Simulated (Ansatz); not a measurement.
# CuO: the cost of one run

Method: DFT PBE+U (U = 7 eV, J = 0.7 eV on Cu d), plane waves, PAW, in Ansatz 0.2.0.

### 1 The starting structure

The structure is hexagonal, space group P-6m2 (No. 187). The conventional cell has a = 2.836 Å, b = 2.836 Å, c = 2.768 Å, α = 90.00°, β = 90.00°, γ = 120.00°. Cu (site symmetry -6m2) has 6 O at 2.14 Å as nearest neighbours. Around O (site symmetry -6m2) lie 6 Cu at 2.14 Å.

Structure file:

```cif
data_structure
_symmetry_space_group_name_H-M 'P 1'
_symmetry_Int_Tables_number 1
_cell_length_a 2.8363
_cell_length_b 3.9632
_cell_length_c 5.5362
_cell_angle_alpha 45.697
_cell_angle_beta 90.000
_cell_angle_gamma 110.967
_cell_volume 38.57
loop_
_atom_site_label
_atom_site_type_symbol
_atom_site_fract_x
_atom_site_fract_y
_atom_site_fract_z
_atom_site_occupancy
Cu1 Cu 0.00000 0.00000 0.00000 1
O1 O 0.66667 0.33333 0.08333 1
Cu2 Cu 0.00000 0.00000 0.50000 1
O2 O 0.66667 0.33333 0.58333 1
```

Magnetic order typed: antiferromagnetic, doubled cell 0 1/2 1/2.

An earlier series on this cell reached its lowest free state from «from atoms, default search», perhaps among other starts (it ended without moments).

### 2 Random orbitals: single harmonics, second filling

Contents of input.yaml:

```yaml
crystal:
  lattice:
    - [2.83632511, 0.0, 0.0]
    - [-1.41816255, 2.4563296, 2.76811278]
    - [0.0, 0.0, 5.53622556]
  atoms:
    - { symbol: Cu, position: [0.0, 0.0, 0.0], spin: 1.0 }
    - { symbol: O, position: [0.6666666667, 0.3333333333, 0.0833333333] }
    - { symbol: Cu, position: [0.0, 0.0, 0.5], spin: -1.0 }
    - { symbol: O, position: [0.6666666667, 0.3333333333, 0.5833333333] }
basis:
  ecutwfc: 420
  ecutrho_ratio: 4
kpoints:
  mp_grid: { grid: [8, 8, 8] }
hamiltonian:
  xc: pbe
  hubbard:
    sites:
      - { site: 0, l: d, u: 7.0, j: 0.7, starting_ns: [{ spin: up, occupation_matrix: s0up }, { spin: down, occupation_matrix: s0down }] }
      - { site: 2, l: d, u: 7.0, j: 0.7, starting_ns: [{ spin: up, occupation_matrix: s2up }, { spin: down, occupation_matrix: s2down }] }
    occupation_matrices:
      s0up:
        matrix:
          - [0.97, 0.0, 0.0, 0.0, 0.0]
          - [0.0, 0.97, 0.0, 0.0, 0.0]
          - [0.0, 0.0, 0.97, 0.0, 0.0]
          - [0.0, 0.0, 0.0, 0.97, 0.0]
          - [0.0, 0.0, 0.0, 0.0, 0.97]
      s0down:
        matrix:
          - [0.97, 0.0, 0.0, 0.0, 0.0]
          - [0.0, 0.02, 0.0, 0.0, 0.0]
          - [0.0, 0.0, 0.97, 0.0, 0.0]
          - [0.0, 0.0, 0.0, 0.97, 0.0]
          - [0.0, 0.0, 0.0, 0.0, 0.97]
      s2up:
        matrix:
          - [0.02, 0.0, 0.0, 0.0, 0.0]
          - [0.0, 0.97, 0.0, 0.0, 0.0]
          - [0.0, 0.0, 0.97, 0.0, 0.0]
          - [0.0, 0.0, 0.0, 0.97, 0.0]
          - [0.0, 0.0, 0.0, 0.0, 0.97]
      s2down:
        matrix:
          - [0.97, 0.0, 0.0, 0.0, 0.0]
          - [0.0, 0.97, 0.0, 0.0, 0.0]
          - [0.0, 0.0, 0.97, 0.0, 0.0]
          - [0.0, 0.0, 0.0, 0.97, 0.0]
          - [0.0, 0.0, 0.0, 0.0, 0.97]
    ns_hold: { iters: 12 }
scf:
  occupations: { method: gaussian, width: 0.05 }
  lower_state_search: "off"
  max_iter: 150
output:
  forces: true
  stress: true
  eigenvalues: true
  populations: true
  hubbard: { sites: [{ site: 0, l: d }, { site: 2, l: d }] }
magnetization:
  spin_polarized: true
```

The typed matrices put 0.97 on the chosen orbitals and 0.02 on the others, and are held for 12 cycles.

Launch:

```
$ ansatz run input.yaml --threads 2 --pin off --max-ram 3072MiB --backend cpu --events-out ev --progress --plain --runs-dir out
```

**Question.** How long does this run take on 2 threads of Arm Neoverse V1, shared host, and how much memory does it need?

About 3.4 min, with a peak of 0.92 GiB.
